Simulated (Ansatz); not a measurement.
# TaN: two-dimensional strain map

Theory: DFT PBE, scalar-relativistic, plane waves, PAW in Ansatz. Settings: plane waves to 420 eV, k-mesh 24×24×24 (Γ-centred), Gaussian smearing 0.15 eV. Spin–orbit coupling is left out, which can shift energies with elements as heavy as these. No spin polarisation. Energies are free energies at this smearing, counted from the undisturbed cell; pressure is positive in compression.

The starting cell (relaxed at this level; this rock-salt form isn't the usual structure):

```yaml
crystal:
  lattice:
    - [0.00000, 2.20863, 2.20863]
    - [2.20863, 0.00000, 2.20863]
    - [2.20863, 2.20863, 0.00000]
  atoms:
    - { symbol: Ta, position: [0.50000, 0.50000, 0.50000] }
    - { symbol: N, position: [0.00000, 0.00000, 0.00000] }
```

The cell is strained by p along both x and y and by q along z, fractional coordinates fixed. Points are written (p, q).

Energy above the undisturbed cell in meV/atom (a dash: not computed):

| p \ q | -0.030 | -0.015 | 0.000 | 0.015 | 0.030 |
| --- | --- | --- | --- | --- | --- |
| -0.030 | 99.5 | 72.0 | 57.5 | 53.1 | 56.2 |
| -0.015 | 46.6 | 23.6 | 13.6 | – | 22.8 |
| 0.000 | 24.2 | 5.7 | 0.0 | 5.0 | 18.6 |
| 0.015 | 27.6 | – | 12.1 | – | 39.2 |
| 0.030 | 52.0 | 42.7 | 45.7 | 59.1 | 81.1 |

Pressure in GPa:

```
 p \ q  -0.030  -0.015  0.000  0.015  0.030
-0.030    36.8    29.8   23.8   18.7   14.3
-0.015    23.1    16.5   10.8      –    1.9
 0.000    11.5     5.3    0.0   -4.6   -8.5
 0.015     1.9       –   -9.0      –  -17.0
 0.030    -6.0   -11.7  -16.5  -20.5  -24.0
```